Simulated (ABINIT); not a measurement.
Ag:

```xyz
1
Lattice="0.0000 2.0427 2.0427 2.0427 0.0000 2.0427 2.0427 2.0427 0.0000" Properties=species:S:1:pos:R:3 pbc="T T T"
Ag    0.0000    0.0000    0.0000
```

Base run:

- Program: ABINIT 10.8.3 (patched build)
- Functional: rPW86PBE
- Potentials or basis: PseudoDojo NC SR PBE v0.4.1 standard
- Cutoff: 1116 eV
- k mesh: 11 × 11 × 11
- Occupations: fermi-dirac, width 0.05 eV
- Spin: no spin polarisation

Its results: band gap on the k mesh none (metal or under the smearing width); pressure 11.2 GPa.

The run is repeated on the same cell with these changes: functional from rPW86PBE to revPBE; potentials or basis from PseudoDojo NC SR PBE v0.4.1 standard to JTH PAW PBE v2.0; cutoff from 1116 eV to 463 eV; valence electrons from 19 to 11. What comes out?

Band gap on the k mesh none (metal or under the smearing width); pressure 7.5 GPa.

Caveats: the potentials were made for another functional, which shifts forces and pressure (some runs); the PAW data sets were made with another functional, which shifts forces and pressure a little (some runs).
